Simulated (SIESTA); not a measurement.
## V in SIESTA: convergence with real-space mesh cutoff

Input of the first run (real-space mesh cutoff 100 Ry); the others differ in this setting and in those tied to it:

File V.fdf:

```
SystemName                      V
SystemLabel                     V
NumberOfSpecies                 1
NumberOfAtoms                   1
%block ChemicalSpeciesLabel
  1  23 V
%endblock ChemicalSpeciesLabel

LatticeConstant                 1.0 Ang
%block LatticeVectors
    -1.5169890000     1.5201330000     1.5775550000
     1.4987350000    -1.4780690000     1.5172360000
     1.5065820000     1.4676620000    -1.5354910000
%endblock LatticeVectors
AtomicCoordinatesFormat         Fractional
%block AtomicCoordinatesAndAtomicSpecies
     0.0102680000     0.0045550000    -0.0011910000  1  V
%endblock AtomicCoordinatesAndAtomicSpecies

%block kgrid.MonkhorstPack
    9   0   0  0.0
    0   9   0  0.0
    0   0   9  0.0
%endblock kgrid.MonkhorstPack
XC.Functional                   LDA
XC.Authors                      PW92
PAO.BasisSize                   DZP
PAO.EnergyShift                 0.003 Ry
Mesh.Cutoff                     100 Ry
Spin                            polarized
%block DM.InitSpin
    1   2.000
%endblock DM.InitSpin
OccupationFunction              FD
ElectronicTemperature           0.05 eV
MaxSCFIterations                200
SCF.MustConverge                false
SCF.Mixer.Method                Pulay
SCF.Mixer.Weight                0.1
SCF.Mixer.History               10
SCF.DM.Tolerance                5.0e-05
SCF.H.Tolerance                 1.0e-03 eV
WriteForces                     true
Charge.Mulliken                 end
%block PAO.Basis
  V 5
  n=3 0 2
    3.003 0.000
  n=4 0 2
    8.378 0.000
  n=3 1 2
    3.387 0.000
  n=4 1 1
    8.378
  n=3 2 2
    5.749 0.000
%endblock PAO.Basis
```

Potentials or basis: PseudoDojo 0.4 standard (LDA files), DZP (energy shift 0.003 Ry; two zetas on semicore shells).

Command:

```console
$ siesta V.fdf > V.out 2>&1
```

The cell isn't the ideal one: cell strained at random at fixed volume.

Hardware: 1 thread of Intel(R) Xeon(R) 6975P-C (Granite Rapids) (shared host).

```tsv
real-space mesh cutoff	energy less the tightest run, at zero smearing (meV/atom)	pressure (GPa)	SCF cycles	CPU time (s)	peak memory (GiB)
100 Ry	0.76	-17.56	17	26	0.18
150 Ry	0.35	-17.46	17	26	0.18
200 Ry	-0.09	-17.42	17	28	0.18
300 Ry	0.03	-17.46	17	32	0.19
400 Ry	-0.01	-17.45	17	41	0.21
500 Ry	-0.01	-17.45	17	40	0.21
700 Ry	-0.02	-17.48	17	52	0.24
900 Ry	0.00	-17.47	17	63	0.26
1200 Ry	0.00	-17.46	17	91	0.33
```

Against the tightest run, the energy stays within 1 meV/atom from 100 Ry on; the pressure stays within 0.1 GPa from 150 Ry on. Values are those asked for, which the program may round to a finer grid. The tightest run that finished is the yardstick and may itself not be fully converged.

Caveat, for the tightest run too: the basis of atomic orbitals isn't converged, which shifts pressures, moduli and gaps.
